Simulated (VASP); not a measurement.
Here is a VASP 6.6.1 calculation.

Contents of INCAR:

```
SYSTEM = CdTe
ALGO = Fast
EDIFF = 1E-7
EDIFFG = -0.002
ENCUT = 520
GGA = PE
IBRION = 2
ISIF = 3
ISMEAR = 0
LASPH = .True.
LCHARG = .False.
LREAL = .False.
LWAVE = .False.
NELM = 100
NSW = 80
PREC = Accurate
SIGMA = 0.02
```

Contents of KPOINTS:

```
k-points
0
Gamma
  4 4 4
  0 0 0
```

Contents of POSCAR:

```
CdTe                                    
1.0
   -0.0000000000      3.3175643368      3.3175643368
    3.3175643368     -0.0000000000      3.3175643368
    3.3175643368      3.3175643368     -0.0000000000
  Cd              Te            
     1     1
Direct
     0.0000000000000000    1.0000000000000000    0.0000000000000000
     0.2500000000000000    0.2500000000000000    0.2500000000000000
```

Potentials or basis: VASP PAW PBE potentials, release 64 (Cd, Te).

The run is started by

```sh
$ cat potpaw_PBE.64/Cd/POTCAR potpaw_PBE.64/Te/POTCAR > POTCAR
$ mpirun -np 1 vasp_std > vasp.out
```

Task: Estimate the space group after relaxing (to 0.05 Å).

Result: F-43m (No. 216).

Task: Estimate the relaxed cell.

Result: a = 4.693 Å, b = 4.693 Å, c = 4.693 Å, α = 60.00°, β = 60.00°, γ = 60.00°.

Task: Predict the relaxed volume.

Result: 36.54 Å³/atom.

Task: Predict the band gap on the k mesh.

Result: 0.54 eV, direct.

Final structure:
```
Cd Te
1.0
     0.00000    3.31821    3.31821
     3.31821    0.00000    3.31821
     3.31821    3.31821    0.00000
Cd Te
1 1
Direct
  0.00000 0.00000 0.00000
  0.25000 0.25000 0.25000
```

Caveat: spin-orbit coupling is left out, which moves the levels of the heavy elements. PBE gaps usually lie below the measured ones, often by a third to a half.
